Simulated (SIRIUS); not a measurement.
Runs of SIRIUS 7.10.0 on In. Symmetry: I4/mmm, No. 139, tetragonal system. Conventional cell: a = 3.251 Å, b = 3.251 Å, c = 4.947 Å, α = 90.00°, β = 90.00°, γ = 90.00°. In (site symmetry 4/mmm) has 12 In at 3.25 to 3.38 Å as nearest neighbours. 

| level | gap on the mesh (eV) | pressure (GPa) |
| --- | --- | --- |
| AM05 | none | (a) |
| RPBE | none | 3.7 |
| BPBE | none | 2.1 |
| PW91 | none | 2.2 |
| PBEsol | none | (b) |
| PBE | none | 2.1 |
| revPBE | none | 3.2 |
| LDA | none | -2.2 |

Alike in all rows: task single point; potentials or basis PseudoDojo 0.4.1 PBE standard (scalar relativistic); no spin polarisation; cell as given; k mesh 9 × 9 × 9; cutoff (eV) 960; smearing fermi-dirac 0.05 eV.

Q: Fill in the values left out.

A: (a) -0.7; (b) -0.8.

Caveats: the potentials were made for another functional, which shifts forces and pressure (some runs).

A k mesh can miss the band edges, and the runs leave out spin-orbit coupling on In.

A gap of «none» marks a metal or a gap under the smearing width.
